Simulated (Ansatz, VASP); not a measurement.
# Two plane-wave programs on W

File POSCAR:

```
W
1.0
   -0.2143004400      1.9287039597      1.9287039597
    1.9287039597     -0.2143004400      1.9287039597
    1.9287039597      1.9287039597     -0.2143004400
W
1
Direct
    0.0000000000      0.0000000000      0.0000000000
```

The input INCAR.step1:

```
  PREC = Accurate
  ENCUT = 520
  ISMEAR = 0
  SIGMA = 0.15
  LREAL = False
  LASPH = True
  NELM = 100
  NBANDS = 13
  GGA = PE
  ALGO = Normal
  EDIFF = 1E-4
  LWAVE = True
  LCHARG = False
```

INCAR.step2

```
  PREC = Accurate
  ENCUT = 520
  EDIFF = 1E-6
  ISMEAR = 0
  SIGMA = 0.15
  LREAL = False
  LASPH = True
  NELM = 100
  ALGO = Normal
  ISIF = 2
  LWAVE = False
  LCHARG = False
  METAGGA = R2SCAN
  LMIXTAU = True
  NBANDS = 13
  ISTART = 1
```

KPOINTS

```
regular mesh
0
Gamma
  22 22 22
```

Input for Ansatz:

```yaml
crystal:
  lattice:
    - [-0.21430044, 1.9287039597, 1.9287039597]
    - [1.9287039597, -0.21430044, 1.9287039597]
    - [1.9287039597, 1.9287039597, -0.21430044]
  atoms:
    - { symbol: W, position: [0.0, 0.0, 0.0] }
basis:
  ecutwfc: 500
kpoints:
  mp_grid: { grid: [22, 22, 22] }
hamiltonian:
  xc: r2scan
scf:
  occupations: { method: gaussian, width: 0.15 }
output:
  forces: true
  stress: true
  eigenvalues: true
```

Alike in both runs: task single point; functional r2SCAN; k mesh 22 × 22 × 22; occupations gaussian, width 0.15 eV; no spin polarisation.

|  | VASP | Ansatz |
| --- | --- | --- |
| version | VASP 6.6.1 | Ansatz 0.2.0 |
| potentials or method | VASP PAW PBE potentials, release 64 (W_sv) | scalar-relativistic, plane waves, PAW |
| plane-wave cutoff (eV) | 520 | 500 |
| valence electrons in the cell | 14 | 14 |

Ansatz gave:

| Property | Result |
| --- | --- |
| gap on the k mesh at the Fermi level (eV) | none |
| pressure (GPa) | -6.2 |
| largest component of the traceless stress (GPa) | 1.51 |

Task: Which values does VASP return?

Result: gap on the k mesh at the Fermi level (eV): none; pressure (GPa): -5.2; largest component of the traceless stress (GPa): 1.58.

A gap of «none» marks a metal or a gap that the smearing closes. With one functional, cell and mesh, what is left measures potentials, basis and numerics.

Caveats: the PAW data sets were made with another functional, which shifts forces and pressure a little (VASP). Spin-orbit coupling is left out, which matters for the levels of W.
